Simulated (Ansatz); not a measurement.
NiO2 in Ansatz: the effect of Hubbard term

The system is NiO2.

```
CELL_PARAMETERS angstrom
2.91215 0.00000 0.00000
-1.45608 2.52200 0.00000
0.00000 0.00000 10.55527
ATOMIC_POSITIONS crystal
Ni 0.00000 0.00000 0.50000
Ni 0.00000 0.00000 0.00000
O 0.33333 0.66667 0.58908
O 0.33333 0.66667 0.91092
O 0.66667 0.33333 0.41092
O 0.66667 0.33333 0.08908
```

The cell comes from a database or a generator and needn't be the stable form of this composition.

Alike in all runs:

| Quantity | Value |
| --- | --- |
| Program | Ansatz 0.2.0 |
| Task | projected density of states |
| Functional | PBEsol |
| Potentials or basis | Ansatz PAW |
| Cutoff | 420 eV (not typed: the program's choice for these potentials) |
| k mesh | 10 × 10 × 3 |
| Occupations | fermi-dirac, width 0.05 eV |
| Spin | collinear spin, ferromagnetic start |
| Starting moments | [1.0, 1.0, 0.0, 0.0, 0.0, 0.0] μB |
| Hubbard projectors | ortho-atomic (the default) |
| Double counting | fll (the default) |

One run gave: gap on the mesh 0.91 eV; pressure -15.2 GPa; largest force 1.03 eV/Å. Which Hubbard term did it use?
A. Ni d U = 4 eV
B. Ni d U = 3 eV
C. none
D. Ni d U = 6 eV
E. Ni d U = 8 eV

C.

```tsv
Hubbard term	gap on the mesh (eV)	pressure (GPa)	largest force (eV/Å)
none	0.91	-15.2	1.03
Ni d U = 1 eV	1.11	-15.1	0.99
Ni d U = 2 eV	1.27	-15.0	0.96
Ni d U = 3 eV	1.29	-14.9	0.93
Ni d U = 4 eV	1.30	-14.7	0.90
Ni d U = 5 eV	1.30	-14.6	0.87
Ni d U = 6 eV	0.54	-11.4	0.67
Ni d U = 8 eV	0.07	-3.3	0.16
```

Caveats: odd divisions of the mesh miss points on the zone boundary, where band edges often lie, so the gap on the mesh can be too wide; the PAW data sets come from PBE, with cores solved anew for the run's functional, which leaves a small shift of forces and pressure; the density of states is complete only up to the lowest level of the last band computed; the starting moments weren't kept; the magnetic or orbital state may not be the lowest (some runs); forces of over 1 eV/Å show positions far from the minimum, so gaps and moduli don't describe the material at rest (some runs).

A k mesh can miss the band edges.

A gap of «none» marks a metal or a gap under the smearing width.
